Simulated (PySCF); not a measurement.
Indirect couplings

Cartesian coordinates in Å; atom numbers follow the order of the lines, from 1:
```xyz
12

C     1.3902   -0.0103    0.0237
C     0.7007    1.2042    0.0157
C    -0.6817    1.1892   -0.0123
N    -1.3276    0.0096   -0.0312
C    -0.6988   -1.1794   -0.0242
C     0.6832   -1.2145    0.0035
H     2.4828   -0.0182    0.0456
H     1.2279    2.1593    0.0310
H    -1.2966    2.0910   -0.0202
H    -2.3476    0.0170   -0.0516
H    -1.3266   -2.0721   -0.0412
H     1.1966   -2.1772    0.0092
```

Total charge +1.

Method: B3LYP/pcJ-1 (spin–dipole term only in couplings to heteroatoms)//PBE0-D3(BJ)/def2-SVP, PySCF; isolated molecule, single conformer, non-relativistic. Couplings are averaged over pairs made equivalent by symmetry, fast rotation or ring inversion, so a value needn't be that of the named pair in this geometry, while other rotamers aren't included; one pair stands for each set, and the list holds those of at least 1.5 Hz over up to four bonds.

Isotopes: ¹³C, ¹H, ¹⁵N.

```csv
pair,bonds,J (Hz)
"C1, C2",1,?
"C1, H7",1,?
"C2, C3",1,65.2
"C2, H8",1,190.5
"C3, N4",1,-14.4
"C3, H9",1,204.0
"N4, H10",1,-100.4
"C1, C3",2,-1.9
"C2, N4",2,1.6
"C2, H7",2,1.7
"C2, H9",2,?
"C3, C5",2,-3.6
"C3, H8",2,?
"N4, H9",2,-3.1
"C1, N4",3,-6.0
"C1, H9",3,6.5
"C2, C5",3,?
"C2, H10",3,6.4
"C2, H12",3,?
"C3, H7",3,8.1
"C3, H11",3,?
"N4, H8",3,?
"H7, H8",3,8.9
"H8, H9",3,7.1
"H9, H10",3,8.0
```

Estimate the withheld couplings, with signs.

Results:


- ¹J(C1,C2) = 57.0 Hz (bond length 1.397 Å)
- ¹J(C1,H7) = 185.2 Hz (bond length 1.093 Å, sp2 carbon)
- ²J(C2,H9) = 3.8 Hz (angle at C3 124°)
- ²J(C3,H8) = 5.6 Hz (angle at C2 120°)
- ³J(C2,C5) = 8.0 Hz
- ³J(C2,H12) = 7.8 Hz (dihedral angle 180°)
- ³J(C3,H11) = 6.5 Hz (dihedral angle 180°)
- ³J(N4,H8) = -5.0 Hz (dihedral angle 180°)
